**Examination question: seven late transition metals on the diamond net**

Carbon, silicon and germanium crystallise on the diamond net, in which every atom has four neighbours. The metals below normally have twelve. In a density-functional calculation each was placed on the diamond net and relaxed with the symmetry kept. The metals belong to groups 8 to 11. The energy over elements is the energy per atom of this cell above that of the element in its usual form.

Transition metals of groups 8 to 11 in the diamond structure (space group 227), with cell and atoms relaxed and the symmetry kept. Calculated with Ansatz 0.2.0: plane-wave PAW, scalar-relativistic, PBEsol functional, 420 eV cutoff, Gaussian smearing of 0.1 eV, k meshes from 14×14×14 to 20×20×20.

| element | Z | valence electrons | volume per atom (Å³) | shortest distance (Å) | spin | energy over elements (eV/atom) |
| --- | --- | --- | --- | --- | --- | --- |
| Co | 27 | 9 | 14.20 | 2.097 | none | 1.445 |
| Ni | 28 | 10 | 15.69 | 2.168 | collinear | 1.351 |
| Cu | 29 | 11 | 17.89 | 2.265 | none | 1.201 |
| Ru | 44 | 8 | 19.58 | 2.334 | none | 1.373 |
| Rh | 45 | 9 | 20.04 | 2.352 | none | 1.291 |
| Ir | 77 | 9 | 20.85 | 2.384 | none | 1.211 |
| Pt | 78 | 10 | 23.00 | 2.463 | none | 1.285 |

**1. Would any of these metals gain energy by taking up the diamond structure?**

*Answer.* None would. Every energy over elements is positive, from 1.20 eV per atom for Cu to 1.45 for Co. The lower figure is roughly 120 kJ per mole of atoms, which is a large penalty for a mere change of crystal structure.

*Remark.* The sign and rough size of this column are its firmest results. The differences between the metals are much smaller than the cost they share, so the common cost should be explained first.

**2. Which chemistry suits the diamond net, and why do these metals not have it?**

*Answer.* The net suits atoms with four valence electrons. One s and three p orbitals combine into four that point at the four neighbours. Each bond is shared by two atoms, so there are two bonds per atom, and they hold exactly four electrons. The bonding states are then full and the antibonding states empty, which makes four neighbours enough.

The metals here have 8 to 11 valence electrons, most of them in d orbitals. Their bands are partly filled, as the zero band gap in all rows confirms, and four neighbours do not complete any set of bonds. Such an atom still gains by adding neighbours, until the atoms around it crowd each other. That is why close packing suits it better.

*Remark.* The zero gap shows that these cells are metallic. The link between electron count and structure is standard bonding theory, which the table agrees with but does not test.

**3. The bonds on the diamond net are shorter than in the ordinary metals. Is the solid therefore denser?**

*Answer.* No, it is more open. At equal bond length the diamond net takes 2.18 times the volume per atom of a close-packed metal. Compared with rough recalled distances in the ordinary metals, the bonds here are shorter by about an eighth, and somewhat more in Co, where the missing spin polarisation probably adds to the shortening. A bond 13 % shorter reduces the volume by a factor $0.87^3\approx0.66$, and $2.18\times0.66\approx1.4$, so in most rows the atom still takes up some 40 to 50 % more room.

*Remark.* Bond length and density answer different questions. The bonds shorten because taking neighbours away reduces the repulsion on an atom by more than its binding, but the empty space in the net outweighs this.

**4. Estimate the cost by counting bonds, and explain how the estimate fails.**

*Answer.* Suppose that every bond keeps its strength when the number of neighbours drops from twelve to four. Two thirds of the binding is then lost:

$$\Delta E = E_\text{coh}\left(1-\tfrac{4}{12}\right)$$

Here $\Delta E$ is the estimated cost and $E_\text{coh}$ the cohesive energy, the energy needed to take the metal apart into free atoms. For Cu the latter is roughly 3.5 eV (a recalled value), so the estimate is 2.3 eV. The calculation gives 1.20 eV, about half as much.

The count overshoots in every row, by a factor of about two for Co, Ni and Cu and of three to four for the heavier metals. The assumption of constant bond strength must therefore be wrong. In Cu the diamond net keeps $3.5-1.2=2.3$ eV of binding in two bonds per atom, or about 1.2 eV each. Close packing spreads 3.5 eV over six bonds, or about 0.6 eV each, so the remaining bonds are about twice as strong.

Theory explains the direction of this change. In a simple model of a partly filled d band, the binding grows with the width of the band, and at fixed distance the width grows only about as the square root of the number of neighbours. With a third of the neighbours, the band keeps more than half its width. The shorter distance then increases the overlap of the orbitals and widens the band again. For Cu, whose d shell is nearly full, the model is only a rough guide.

*Remark.* No constant was adjusted in this estimate; the output below lists it for all seven metals. Since the cohesive energies are rough, the doubling of bond strength can be trusted but its decimals cannot.

**5. Ir is bound about twice as strongly as Cu. Does it pay twice as much for the diamond net?**

*Answer.* It pays practically the same, 1.21 eV against 1.20 eV. Cohesive energy compares a solid with free atoms, whereas the cost here compares two solids. A strongly bound metal can have a modest cost if its remaining bonds strengthen enough. With equal costs, the more strongly bound metal keeps the larger share of its binding: about four fifths in Ir, but only two thirds in Cu.

*Remark.* A plausible reason is that much of the binding in Ir comes from d orbitals, whose overlap responds strongly to a shorter distance, while in Cu the d shell is nearly full. This is a guess that the energies alone cannot settle.

**6. What changes when the atom gains one more valence electron?**

*Answer.* The bond becomes longer in each of the steps from Ni to Cu, Ru to Rh and Ir to Pt. Late in a transition row, added electrons enter mainly the upper, antibonding part of the d band and weaken the d bonds. This is the usual explanation, and the lengths agree with it.

The energy follows no such rule. It falls from Ni to Cu and from Ru to Rh, but rises by 0.07 eV from Ir to Pt. The added electron weakens the bonds in the ordinary metal as well as on the diamond net. The cost records only the difference between the two effects, and that can have either sign.

*Remark.* A good answer treats length and energy separately. The length belongs to one structure, while the energy over elements always involves two.

**7. Co has the highest energy in the table. Would it stay there if its electrons were allowed to polarise?**

*Answer.* That is uncertain. Co was calculated without spin polarisation, and allowing it can only lower the energy of the diamond cell or leave it unchanged. Ni, which was allowed to polarise, holds a moment of 0.80 Bohr magnetons per atom on the same net, so a moment on Co is likely. In ordinary Co magnetism is worth roughly 0.2 eV per atom (recalled), nearly three times the lead of 0.07 eV that Co has over Ru, the next highest.

*Remark.* The value for Co is best read as an upper bound for this structure, provided that the ordinary metal it is compared with was calculated in its magnetic state, which the table does not show. It should not be used to argue that the cost falls steadily from Co through Ni to Cu.

**8. Which differences can be trusted, and what does the cost leave open?**

*Answer.* Each metal energy is good to about 4 meV per atom with respect to the k mesh. Comparing the costs of two metals involves four such energies, so independent errors add up to about $\sqrt{4}\times4=8$ meV. The 6 meV between Rh and Pt lies within this error and the 10 meV between Ir and Cu barely exceeds it, so neither pair can be ranked with confidence. Spin–orbit coupling, which is left out, adds further doubt for the heavy metals Ir and Pt. The functional has an error of its own, which need not be the same for each metal. Ru, Rh, Ir and Pt were also calculated without spin polarisation, so a magnetic state of lower energy on this open net is not ruled out for them.

The cost of more than 1 eV is far larger than these errors. It is, however, the cost of the ideal net, on which symmetry makes the force on every atom vanish. Whether the atoms would stay there after a small push was not tested.

*Remark.* Vanishing forces on a symmetric site do not show that a structure is stable. For practical use, the table says how unfavourable the ideal net is, and not whether such a solid could survive once made.

Output of the analysis:

```
Bond counting against the computed cost:
  row  computed eV/atom  bond counting eV/atom  ratio  strength per bond relative to close packed  bond shortening %
   Co             1.445                  2.933   2.03                                       2.015              16.12
   Ni             1.351                  2.933  2.171                                       2.079              13.28
   Cu             1.201                  2.333  1.943                                       1.971              12.88
   Ru             1.373                  4.467  3.253                                       2.385              13.56
   Rh             1.291                  3.867  2.995                                       2.332              12.89
   Ir             1.211                    4.6  3.799                                       2.473               11.7
   Pt             1.285                  3.867  3.009                                       2.335              12.04
Lowest cost over the elements, eV/atom: 1.201
Highest cost over the elements, eV/atom: 1.445
Spread of the costs, eV/atom: 0.244
Volume of diamond net over close packing at equal bond length: 2.177
Energy Co less Ni, eV/atom: 0.094
Energy Co less Rh, eV/atom: 0.154
Energy Ni less Cu, eV/atom: 0.15
Energy Ru less Rh, eV/atom: 0.082
Energy Pt less Ir, eV/atom: 0.074
Energy Rh less Ir, eV/atom: 0.08
Energy Rh less Pt, meV/atom: 6
Energy Ir less Cu, meV/atom: 10
Bond Cu less Ni, angstrom: 0.097
Bond Rh less Ru, angstrom: 0.018
Bond Pt less Ir, angstrom: 0.079
Bond Rh less Co, angstrom: 0.255
Bond Ir less Rh, angstrom: 0.032
Moment of diamond-type Ni, Bohr magnetons per atom: 0.8002
```
